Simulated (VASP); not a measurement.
Crystal: MoSe2.

```xyz
6
Lattice="3.2942 0.0000 0.0000 -1.6471 2.8528 0.0000 0.0000 0.0000 14.6155" Properties=species:S:1:pos:R:3 pbc="T T T"
Mo    0.0000    1.9019    3.6539
Mo    1.6471    0.9509   10.9616
Se    0.0000    1.9019    9.3039
Se    1.6471    0.9509    1.9961
Se    0.0000    1.9019   12.6194
Se    1.6471    0.9509    5.3116
```

The cell isn't the ideal one: a relaxed cell with its volume scaled by 0.98.

* Program: VASP 6.6.1
* Task: relaxation of shape and atoms at fixed volume
* Functional: PBE
* Potentials or basis: VASP PAW PBE potentials, release 64 (Mo, Se)
* Cutoff: 300 eV
* k mesh: 5 × 5 × 1
* Occupations: gaussian, width 0.03 eV
* Spin: no spin polarisation

At the start: pressure 2.3 GPa; volume 22.89 Å³/atom.

Where does the relaxation end?

Over 6 steps the energy falls by 3.2 meV/atom; space group P6_3/mmc (No. 194, to 0.05 Å).

The path:
| step | energy change (eV) | largest force (eV/Å) | pressure (GPa) |
| --- | --- | --- | --- |
| 1 | 0.0000 | 0.3246 | 2.32 |
| 2 | -0.0104 | 0.0322 | 1.12 |
| 3 | -0.0104 | 0.0266 | 1.10 |
| 4 | -0.0157 | 0.0188 | 0.73 |
| 5 | -0.0189 | 0.0056 | 0.07 |
| 6 | -0.0190 | 0.0072 | 0.14 |

Final structure:
```yaml
crystal:
  lattice:
    - [3.31509, 0.00000, 0.00000]
    - [-1.65755, 2.87095, 0.00000]
    - [0.00000, 0.00000, 14.43172]
  atoms:
    - { symbol: Mo, position: [0.33333, 0.66667, 0.25000] }
    - { symbol: Mo, position: [0.66667, 0.33333, 0.75000] }
    - { symbol: Se, position: [0.33333, 0.66667, 0.63436] }
    - { symbol: Se, position: [0.66667, 0.33333, 0.13436] }
    - { symbol: Se, position: [0.33333, 0.66667, 0.86564] }
    - { symbol: Se, position: [0.66667, 0.33333, 0.36564] }
```

Caveat: the k mesh is coarse (spacing up to 0.44 Å⁻¹), so the values aren't converged; this functional lacks dispersion, which binds the layers, so the pressure and a relaxed spacing across them are unreliable.
